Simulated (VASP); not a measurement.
A run of VASP 6.6.1:

File INCAR:

```
PREC = Accurate
ENCUT = 520
EDIFF = 1E-7
ISMEAR = -1
SIGMA = 0.05
LREAL = F
LASPH = T
NELM = 100
ALGO = Normal
ISIF = 2
LWAVE = F
LCHARG = F
ISPIN = 2
MAGMOM = 1 0 0
LORBIT = 11
LMAXMIX = 6
GGA = PS
NBANDS = 23
```

KPOINTS

```
Automatic mesh
0
Gamma
  9 9 9
```

File POSCAR:

```
CeO2
1.0
    0.0000000000      2.7036500000      2.7036500000
    2.7036500000      0.0000000000      2.7036500000
    2.7036500000      2.7036500000      0.0000000000
Ce O
1 2
Direct
   -0.0233390000     -0.0214160000      0.0294600000
    0.7567990000      0.7476390000      0.7548400000
    0.2499650000      0.2435270000      0.2532460000
```

Potentials or basis: VASP PAW PBE potentials, release 64 (Ce, O).

Launch:

```console
$ cat potpaw_PBE.64/Ce/POTCAR potpaw_PBE.64/O/POTCAR > POTCAR
$ mpirun -np 1 vasp_std > vasp.out
```

Hardware: 1 thread of Intel(R) Xeon(R) 6975P-C (Granite Rapids) (shared host).

**Question.** How long does it take, and how much memory?

**Answer.** It took 6.6 min on 1 thread of Intel(R) Xeon(R) 6975P-C (Granite Rapids) (shared host), peak memory 0.6 GiB. Counts: scf iterations 22, k points 365.
